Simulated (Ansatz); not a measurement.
**Rh: how well frozen cores do**

Does the method matter for Rh? The same cell, functional and mesh are run with all-electron LAPW, PAW on the default files and datasets made for this crystal. The cell is first relaxed from a guess with PAW; it needn't be the stable phase of this composition.

This is Rh in the bcc structure; at room conditions it is fcc.

Computed with Ansatz 0.2.0 (DFT PBE, scalar-relativistic, unless a step's input says otherwise).

### 1 The structure to begin with

It takes space group Im-3m (No. 229, cubic). Conventional cell: a = 2.894 Å, b = 2.894 Å, c = 2.894 Å, α = 90.00°, β = 90.00°, γ = 90.00°. Rh (site symmetry m-3m) is surrounded by 8 Rh at 2.51 Å.

Coordinates:

```
Rh
1.0
    -1.44717    1.44717    1.44717
     1.44717   -1.44717    1.44717
     1.44717    1.44717   -1.44717
Rh
1
Direct
  0.00000 0.00000 0.00000
```

### 2 Relaxing the guess with PAW

Input file input.yaml:

```yaml
crystal:
  lattice:
    - [-1.4471667292, 1.4471667292, 1.4471667292]
    - [1.4471667292, -1.4471667292, 1.4471667292]
    - [1.4471667292, 1.4471667292, -1.4471667292]
  atoms:
    - { symbol: Rh, position: [0.0, 0.0, 0.0] }
kpoints:
  mp_grid: { grid: [16, 16, 16] }
scf:
  occupations: { method: fermi_dirac, width: 0.05 }
hamiltonian:
  xc: pbe
  pseudopotentials: { kind: paw }
output:
  forces: true
  stress: true
relax:
  f_tol: 0.005
  max_steps: 80
  cell: {}
```

Launch:

```
> ansatz run input.yaml --threads 1 --pin off --max-ram 2048MiB --backend cpu --events-out ev --progress --plain --runs-dir out
```

Output:

```text
Engine: ansatz 0.2.0
Pseudopotentials: kind: paw
Pseudopotential: Rh, paw, valence charge 17, recommended cutoff 420 eV (normal)
Functional definition: PBE
  parameter kappa = 0.804
  parameter beta = 0.06672455060314922
  exchange = pbe_x(kappa = kappa, mu = beta*pi^2/3)
  correlation = pbe_c(beta = beta)
Crystal: 1 atoms, lattice volume = 12.123 Å³
Basis set: ecut = 420 eV, 225 PW (Γ), exchange–correlation on 36×36×36 points (8 copies of the dense FFT grid, shifted against one another)
Bands: 13, of which v1, the nominal top of the filled ones, is band 9 counted from 1 (8 counted from 0)
Symmetry: 48 space group operations
Space group: Im-3m (ITA 229), of the structure as read, at distance tolerance 2.3e-5 Å
k-points: 145 of 4096
Non-local potential: Rh, projectors of the file, l = 0: 3, l = 1: 2, l = 2: 2, l = 3: 1
PAW form: soft (Blöchl's): semilocal exchange-correlation on the pseudo side does not see the compensation charge
PAW one-centre angular grid: Rh, 590 points (default); XC on 64 Gauss nodes
Initial density: superposition of atomic densities (neutral atoms: chi_scale 0, normalization atom), corrected by the library's trained network
Initial wavefunctions: pseudopotential atomic-orbital guess
Functional: x = pbe(κ = 0.804, μ = 0.2195149727645171), c = pbe(β = 0.06672455060314922)
SCF iter   1: F=—  HF=-6402.144006 eV  |F-HF|=—  |Δ(HF+E_count)|=         —  Δρ=3.57e-3  dr2=3.46e-4  ethr=1.77e-3  ⟨swp⟩=5.3  Hψ=10456  notcnv=0
preconditioner: auto → none  [metal: Δε(μ)=0.015 eV  Ē_g=15.360 eV  σ=0.050 eV  W_gap=0.07  n_scr=0 (ndim 8)  ℏωp=32.0 eV  f_vac=0.000  D(μ)=2.40/eV (n_scr^D=42)]
SCF iter   2: F=—  HF=-6402.144376 eV  |F-HF|=—  |Δ(HF+E_count)|=   3.70e-4  Δρ=1.84e-3  dr2=7.89e-5  ethr=2.04e-6  ⟨swp⟩=2.1  Hψ=3899  notcnv=0
SCF iter   3: F=—  HF=-6402.144499 eV  |F-HF|=—  |Δ(HF+E_count)|=   1.23e-4  Δρ=7.92e-4  dr2=1.62e-5  ethr=4.64e-7  ⟨swp⟩=2.2  Hψ=2621  notcnv=0
SCF iter   4: F=—  HF=-6402.144525 eV  |F-HF|=—  |Δ(HF+E_count)|=   2.64e-5  Δρ=4.02e-5  dr2=1.52e-7  ethr=9.50e-8  ⟨swp⟩=2.0  Hψ=2533  notcnv=0
iter 5 did not close the SCF: its close was put off for the readings that it lacked (scf_convergence_deferred on its scf_iter line)
SCF iter   5: F=-6402.144525 eV  HF=-6402.144525 eV  |F-HF|=3.97e-9  |Δ(HF+E_count)|=   3.88e-8  Δρ=1.15e-5  dr2=8.35e-9  ethr=8.93e-10  ⟨swp⟩=2.5  Hψ=2754  notcnv=0
SCF iter   6: F=-6402.144525 eV  HF=-6402.144525 eV  |F-HF|=2.65e-10  |Δ(HF+E_count)|=   1.07e-9  Δρ=2.00e-6  dr2=3.49e-10  ethr=4.91e-11  ⟨swp⟩=2.0  Hψ=5622  notcnv=0
SCF 1 converged in 6 iterations: F = -6402.144525 eV  dr2 = 3.49e-10
relax step   1: F+E_penalty+E_count = -6402.14452539 eV  Δ(F+E_penalty+E_count) = +0.000e0 eV  max|allowed force component| = 0.000e0 eV/Å  Δτ_max = 0.0000 Å  P = +64.805 GPa  Ω = 12.123 Å³  (6 SCF iters, dr2 threshold 1.00e-7 eV, accepted)
Crystal: 1 atoms, lattice volume = 13.984 Å³
Basis set: ecut = 420 eV, 249 PW (Γ), exchange–correlation on 36×36×36 points (8 copies of the dense FFT grid, shifted against one another)
Initial density: handed on by an earlier stage of this run
Initial wavefunctions: those handed on with the density
iter 1 solved again at ethr=5.42e-5 eV; its pass at ethr=3.10e-3 eV (dr2=9.21e-3 eV) is discarded
SCF iter   1: F=—  HF=-6402.529181 eV  |F-HF|=—  |Δ(HF+E_count)|=         —  Δρ=9.31e-3  dr2=9.34e-3  ethr=5.42e-5  ⟨swp⟩=1.0  Hψ=13262  notcnv=0
preconditioner: auto → none  [metal: Δε(μ)=0.010 eV  Ē_g=13.766 eV  σ=0.050 eV  W_gap=0.05  n_scr=0 (ndim 8)  ℏωp=29.8 eV  f_vac=0.000  D(μ)=2.84/eV (n_scr^D=54)]
SCF iter   2: F=—  HF=-6402.528070 eV  |F-HF|=—  |Δ(HF+E_count)|=   1.11e-3  Δρ=5.03e-3  dr2=1.27e-3  ethr=5.42e-5  ⟨swp⟩=2.1  Hψ=3126  notcnv=0
SCF iter   3: F=—  HF=-6402.528056 eV  |F-HF|=—  |Δ(HF+E_count)|=   1.45e-5  Δρ=2.06e-3  dr2=2.26e-4  ethr=7.50e-6  ⟨swp⟩=2.8  Hψ=3057  notcnv=0
SCF iter   4: F=—  HF=-6402.528121 eV  |F-HF|=—  |Δ(HF+E_count)|=   6.55e-5  Δρ=8.29e-4  dr2=3.53e-5  ethr=1.33e-6  ⟨swp⟩=1.0  Hψ=1885  notcnv=0
SCF iter   5: F=—  HF=-6402.528132 eV  |F-HF|=—  |Δ(HF+E_count)|=   1.09e-5  Δρ=1.63e-4  dr2=1.36e-6  ethr=2.08e-7  ⟨swp⟩=1.0  Hψ=1885  notcnv=0
SCF iter   6: F=-6402.528133 eV  HF=-6402.528133 eV  |F-HF|=5.29e-9  |Δ(HF+E_count)|=   5.49e-7  Δρ=1.63e-5  dr2=1.23e-8  ethr=5.88e-10  ⟨swp⟩=2.9  Hψ=6857  notcnv=0
SCF 2 converged in 6 iterations: F = -6402.528133 eV  dr2 = 1.23e-8
relax step   2: F+E_penalty+E_count = -6402.52813297 eV  Δ(F+E_penalty+E_count) = -3.836e-1 eV  max|allowed force component| = 0.000e0 eV/Å  Δτ_max = 0.0000 Å  P = +8.725 GPa  Ω = 13.984 Å³  energy of the carried Pulay correction = -1.920e-3 eV  (6 SCF iters, dr2 threshold 1.00e-7 eV, accepted)
Crystal: 1 atoms, lattice volume = 14.326 Å³
Basis set: ecut = 420 eV, 321 PW (Γ), exchange–correlation on 36×36×36 points (8 copies of the dense FFT grid, shifted against one another)
iter 1 solved again at ethr=2.50e-6 eV; its pass at ethr=3.10e-3 eV (dr2=4.25e-4 eV) is discarded
SCF iter   1: F=—  HF=-6402.539534 eV  |F-HF|=—  |Δ(HF+E_count)|=         —  Δρ=1.95e-3  dr2=4.98e-4  ethr=2.50e-6  ⟨swp⟩=1.5  Hψ=12823  notcnv=0
preconditioner: auto → none  [metal: Δε(μ)=0.009 eV  Ē_g=13.480 eV  σ=0.050 eV  W_gap=0.04  n_scr=0 (ndim 8)  ℏωp=29.4 eV  f_vac=0.000  D(μ)=2.90/eV (n_scr^D=54)]
SCF iter   2: F=—  HF=-6402.539435 eV  |F-HF|=—  |Δ(HF+E_count)|=   9.85e-5  Δρ=1.01e-3  dr2=6.09e-5  ethr=2.50e-6  ⟨swp⟩=2.2  Hψ=2660  notcnv=0
SCF iter   3: F=—  HF=-6402.539423 eV  |F-HF|=—  |Δ(HF+E_count)|=   1.21e-5  Δρ=4.15e-4  dr2=8.78e-6  ethr=3.58e-7  ⟨swp⟩=2.7  Hψ=2902  notcnv=0
SCF iter   4: F=—  HF=-6402.539424 eV  |F-HF|=—  |Δ(HF+E_count)|=   1.34e-6  Δρ=5.05e-5  dr2=1.03e-7  ethr=5.17e-8  ⟨swp⟩=1.0  Hψ=1885  notcnv=0
SCF iter   5: F=-6402.539424 eV  HF=-6402.539424 eV  |F-HF|=2.28e-10  |Δ(HF+E_count)|=   7.49e-8  Δρ=3.80e-6  dr2=3.20e-10  ethr=5.88e-10  ⟨swp⟩=3.8  Hψ=5222  notcnv=0
SCF 3 converged in 5 iterations: F = -6402.539424 eV  dr2 = 3.20e-10
relax step   3: F+E_penalty+E_count = -6402.53942449 eV  Δ(F+E_penalty+E_count) = -1.129e-2 eV  max|allowed force component| = 0.000e0 eV/Å  Δτ_max = 0.0000 Å  P = +2.311 GPa  Ω = 14.326 Å³  energy of the carried Pulay correction = -2.244e-3 eV  (5 SCF iters, dr2 threshold 1.00e-7 eV, accepted)
Crystal: 1 atoms, lattice volume = 14.463 Å³
iter 1 solved again at ethr=4.60e-7 eV; its pass at ethr=3.10e-3 eV (dr2=7.82e-5 eV) is discarded
SCF iter   1: F=—  HF=-6402.540284 eV  |F-HF|=—  |Δ(HF+E_count)|=         —  Δρ=7.94e-4  dr2=8.48e-5  ethr=4.60e-7  ⟨swp⟩=2.0  Hψ=12777  notcnv=0
preconditioner: auto → none  [metal: Δε(μ)=0.010 eV  Ē_g=13.377 eV  σ=0.050 eV  W_gap=0.05  n_scr=0 (ndim 8)  ℏωp=29.3 eV  f_vac=0.000  D(μ)=2.93/eV (n_scr^D=54)]
SCF iter   2: F=—  HF=-6402.540267 eV  |F-HF|=—  |Δ(HF+E_count)|=   1.73e-5  Δρ=4.13e-4  dr2=1.05e-5  ethr=4.60e-7  ⟨swp⟩=2.2  Hψ=2682  notcnv=0
SCF iter   3: F=—  HF=-6402.540265 eV  |F-HF|=—  |Δ(HF+E_count)|=   2.16e-6  Δρ=1.65e-4  dr2=1.42e-6  ethr=6.21e-8  ⟨swp⟩=2.7  Hψ=2960  notcnv=0
SCF iter   4: F=-6402.540265 eV  HF=-6402.540265 eV  |F-HF|=7.78e-9  |Δ(HF+E_count)|=   1.62e-7  Δρ=1.91e-5  dr2=1.40e-8  ethr=5.88e-10  ⟨swp⟩=3.0  Hψ=6750  notcnv=0
SCF 4 converged in 4 iterations: F = -6402.540265 eV  dr2 = 1.40e-8
relax step   4: F+E_penalty+E_count = -6402.54026516 eV  Δ(F+E_penalty+E_count) = -8.407e-4 eV  max|allowed force component| = 0.000e0 eV/Å  Δτ_max = 0.0000 Å  P = -0.024 GPa  Ω = 14.463 Å³  energy of the carried Pulay correction = -2.371e-3 eV  (4 SCF iters, dr2 threshold 1.00e-7 eV, accepted)
Initial wavefunctions: pseudopotential atomic-orbital guess (no wavefunctions were taken with the density)
iter 1 solved again at ethr=1.82e-7 eV; its pass at ethr=3.10e-3 eV (dr2=3.09e-5 eV) is discarded
SCF iter   1: F=—  HF=-6402.540745 eV  |F-HF|=—  |Δ(HF+E_count)|=         —  Δρ=2.70e-3  dr2=2.55e-5  ethr=1.82e-7  ⟨swp⟩=3.0  Hψ=14956  notcnv=0
preconditioner: auto → none  [metal: Δε(μ)=0.010 eV  Ē_g=13.372 eV  σ=0.050 eV  W_gap=0.05  n_scr=0 (ndim 8)  ℏωp=29.3 eV  f_vac=0.000  D(μ)=2.93/eV (n_scr^D=54)]
SCF iter   2: F=—  HF=-6402.542299 eV  |F-HF|=—  |Δ(HF+E_count)|=   1.55e-3  Δρ=1.35e-3  dr2=6.62e-6  ethr=1.50e-7  ⟨swp⟩=1.0  Hψ=1885  notcnv=0
SCF iter   3: F=—  HF=-6402.542807 eV  |F-HF|=—  |Δ(HF+E_count)|=   5.08e-4  Δρ=1.63e-4  dr2=2.72e-6  ethr=3.89e-8  ⟨swp⟩=2.1  Hψ=2618  notcnv=0
SCF iter   4: F=—  HF=-6402.542808 eV  |F-HF|=—  |Δ(HF+E_count)|=   8.47e-7  Δρ=1.45e-5  dr2=2.03e-8  ethr=1.60e-8  ⟨swp⟩=2.6  Hψ=2816  notcnv=0
SCF iter   5: F=—  HF=-6402.542809 eV  |F-HF|=—  |Δ(HF+E_count)|=   5.94e-7  Δρ=1.99e-6  dr2=4.76e-10  ethr=1.19e-10  ⟨swp⟩=2.4  Hψ=2990  notcnv=0
SCF iter   6: F=—  HF=-6402.542809 eV  |F-HF|=—  |Δ(HF+E_count)|=  3.46e-11  Δρ=5.44e-7  dr2=4.04e-11  ethr=2.80e-12  ⟨swp⟩=2.3  Hψ=2721  notcnv=0
SCF iter   7: F=-6402.542809 eV  HF=-6402.542809 eV  |F-HF|=1.82e-12  |Δ(HF+E_count)|=  9.09e-12  Δρ=4.23e-8  dr2=1.26e-13  ethr=1.00e-12  ⟨swp⟩=5.0  Hψ=6855  notcnv=0
SCF 5 converged in 7 iterations: F = -6402.542809 eV  dr2 = 1.26e-13
relax step   5: F+E_penalty+E_count = -6402.54280893 eV  Δ(F+E_penalty+E_count) = -2.544e-3 eV  max|allowed force component| = 0.000e0 eV/Å  Δτ_max = 0.0000 Å  P = +0.187 GPa  Ω = 14.463 Å³  stress off target by 1.87e-1 GPa  SCF on the basis re-selected at this cell (its energy is not comparable with the rows above)  (7 SCF iters)
basis re-selected at this cell: Δ(F+E_penalty+E_count) = -2.544e-3 eV, ΔP = +0.211 GPa vs the last step (what re-selecting the basis moved, of the pressure what is left beyond the Pulay correction that the steps carried, after the strain that the cell walked since its last selection, with what the two solves' SCF thresholds leave and, on support functions, any second-order correction that the steps lacked; it is no measure of the basis error at this ecutwfc). This SCF's stress stands 1.87e-1 GPa from its target on what of the cell is left free (relax.cell.stress_tol is 5.00e-2 GPa) and its largest allowed force component is 0.00e0 eV/Å (relax.f_tol is 5.00e-3 eV/Å): not within both, so this SCF does not close the relaxation
Crystal: 1 atoms, lattice volume = 14.474 Å³
iter 1 solved again at ethr=3.18e-9 eV; its pass at ethr=3.10e-3 eV (dr2=5.41e-7 eV) is discarded
SCF iter   1: F=—  HF=-6402.542809 eV  |F-HF|=—  |Δ(HF+E_count)|=         —  Δρ=6.44e-5  dr2=5.75e-7  ethr=3.18e-9  ⟨swp⟩=2.0  Hψ=12470  notcnv=0
preconditioner: auto → none  [metal: Δε(μ)=0.010 eV  Ē_g=13.364 eV  σ=0.050 eV  W_gap=0.05  n_scr=0 (ndim 8)  ℏωp=29.3 eV  f_vac=0.000  D(μ)=2.93/eV (n_scr^D=54)]
SCF iter   2: F=-6402.542809 eV  HF=-6402.542809 eV  |F-HF|=4.02e-8  |Δ(HF+E_count)|=   1.55e-7  Δρ=3.29e-5  dr2=7.07e-8  ethr=5.16e-10  ⟨swp⟩=2.9  Hψ=6995  notcnv=0
SCF 6 converged in 2 iterations: F = -6402.542809 eV  dr2 = 7.07e-8
relax step   6: F+E_penalty+E_count = -6402.54280867 eV  Δ(F+E_penalty+E_count) = +2.541e-7 eV  max|allowed force component| = 0.000e0 eV/Å  Δτ_max = 0.0000 Å  P = +0.009 GPa  Ω = 14.474 Å³  energy of the carried Pulay correction = -6.995e-6 eV  (2 SCF iters, dr2 threshold 8.76e-8 eV, accepted)
iter 1 solved again at ethr=1.60e-8 eV; its pass at ethr=3.10e-3 eV (dr2=2.72e-6 eV) is discarded
SCF iter   1: F=—  HF=-6402.542814 eV  |F-HF|=—  |Δ(HF+E_count)|=         —  Δρ=3.36e-5  dr2=7.31e-8  ethr=1.60e-8  ⟨swp⟩=3.0  Hψ=15565  notcnv=0
SCF iter   2: F=—  HF=-6402.542815 eV  |F-HF|=—  |Δ(HF+E_count)|=   4.49e-7  Δρ=1.05e-5  dr2=1.13e-8  ethr=4.30e-10  ⟨swp⟩=2.2  Hψ=2952  notcnv=0
SCF iter   3: F=—  HF=-6402.542815 eV  |F-HF|=—  |Δ(HF+E_count)|=   1.12e-9  Δρ=5.95e-6  dr2=1.56e-9  ethr=6.64e-11  ⟨swp⟩=2.4  Hψ=2574  notcnv=0
SCF iter   4: F=—  HF=-6402.542815 eV  |F-HF|=—  |Δ(HF+E_count)|=  3.59e-10  Δρ=2.16e-6  dr2=2.09e-10  ethr=9.15e-12  ⟨swp⟩=1.0  Hψ=1885  notcnv=0
SCF iter   5: F=-6402.542815 eV  HF=-6402.542815 eV  |F-HF|=9.09e-13  |Δ(HF+E_count)|=  5.73e-11  Δρ=3.90e-7  dr2=6.66e-12  ethr=1.00e-12  ⟨swp⟩=4.0  Hψ=8100  notcnv=0
SCF 7 converged in 5 iterations: F = -6402.542815 eV  dr2 = 6.66e-12
relax step   7: F+E_penalty+E_count = -6402.54281489 eV  Δ(F+E_penalty+E_count) = -6.213e-6 eV  max|allowed force component| = 0.000e0 eV/Å  Δτ_max = 0.0000 Å  P = +0.008 GPa  Ω = 14.474 Å³  stress off target by 8.39e-3 GPa  SCF on the basis re-selected at this cell (its energy is not comparable with the rows above)  (5 SCF iters)
basis re-selected at this cell: Δ(F+E_penalty+E_count) = -6.213e-6 eV, ΔP = -0.001 GPa vs the last step (what re-selecting the basis moved, of the pressure what is left beyond the Pulay correction that the steps carried, after the strain that the cell walked since its last selection, with what the two solves' SCF thresholds leave and, on support functions, any second-order correction that the steps lacked; it is no measure of the basis error at this ecutwfc). This SCF's stress stands 8.39e-3 GPa from its target on what of the cell is left free (relax.cell.stress_tol is 5.00e-2 GPa) and its largest allowed force component is 0.00e0 eV/Å (relax.f_tol is 5.00e-3 eV/Å): within both
SCF converged after 5 iterations
Free energy (F): -6402.542815 eV
Harris-Foulkes:  -6402.542815 eV  (|F-HF|=9.09e-13)
Internal energy: -6402.519500 eV  (E = F + TS)
E sigma→0 (E₀):  -6402.531157 eV
Entropy (-TS):   -0.023315 eV (-23.315 meV/atom)
Fermi energy:    20.784686 eV
--- Per-component energies (eV) ---
  E_band       = -104.248539
  E_kinetic    = 572.903588
  E_local      = -1629.252715  (includes V_loc(G=0)·N_el)
  E_nonlocal   = 355.798996
  E_hartree    = 572.969788
  E_xc         = -221.362838
  E_vxc        = -277.829968  (∫ρ·V_xc dr)
  E_paw        = -3587.385704  (= ΣΔE_a)
  E_vpaw       = -271.808934  (= ΣTr[D̂ρ^β])
  E_aug_tail   = 0.000870  (compensation charges beyond the density's cutoff)
  E_ewald      = -2466.191486
  E_smearing   = -0.023315  (= −TS)
  E_closure    = -0.000000  (closes the sum)
  Σ components = -6402.542815   (vs F -6402.542815, Δ=0.00e0)
--- Forces (eV/Å), atoms counted from 1 ---
  atom   1  Rh    -0.00000000     0.00000000     0.00000000
  max |Σ_I F_I| component: 4.27e-31 eV/Å
--- Stress (GPa, compression-positive) ---
        0.008395       0.000000      -0.000000
        0.000000       0.008395      -0.000000
       -0.000000       0.000000       0.008395
  P = ⅓ Tr σ = 0.0084 GPa (0.084 kbar)
--- Relaxed structure (5 steps of the walk, 5 accepted, 2 SCFs on fresh bases) ---
  F+E_penalty+E_count = -6402.54281489 eV   max|allowed force component| = 0.000e0 eV/Å   (the final SCF, on the basis selected at the relaxed cell)
  cell:  # Å, volume = 14.4737 Å³
    - [-1.5352276117616805, 1.5352276117616805, 1.5352276117616805]
    - [1.5352276117616805, -1.5352276117616805, 1.5352276117616805]
    - [1.5352276117616805, 1.5352276117616805, -1.5352276117616805]
  atoms:
    - { symbol: Rh, position: [0.0, 0.0, 0.0] }
```

Run time: 9.8 s. Hardware: 1 thread of Arm Neoverse V1, shared host; peak memory 0.29 GiB.

Relaxation path:

```
step  E - E(step 1) (eV/cell)  largest force component (eV/Å)  pressure (GPa)  volume (Å³)
   1                   0.0000                          0.0000           64.80        12.12
   2                  -0.3836                          0.0000            8.73        13.98
   3                  -0.3949                          0.0000            2.31        14.33
   4                  -0.3957                          0.0000           -0.02        14.46
   5                  -0.3983                          0.0000            0.19        14.46
   6                  -0.3983                          0.0000            0.01        14.47
   7                  -0.3983                          0.0000            0.01        14.47
```

Step 1 is the start. Steps 5, 7 each repeat the geometry before them on a plane-wave basis chosen anew, so the energy can jump there without any move.

Lengths and angles in the start's conventional setting:

|  | before | after | change |
| --- | --- | --- | --- |
| a (Å) | 2.894 | 3.070 | +6.1 % |
| b (Å) | 2.894 | 3.070 | +6.1 % |
| c (Å) | 2.894 | 3.070 | +6.1 % |
| volume (Å³/atom) | 12.12 | 14.47 | +19.4 % |
| shortest distance (Å) | 2.507 | 2.659 | +6.1 % |
| space group (0.01 Å) | Im-3m | Im-3m | same |

The run keeps the 48 symmetry operations of the start, so it could not have lowered the symmetry.

(Part 1 of 2 ends here.)
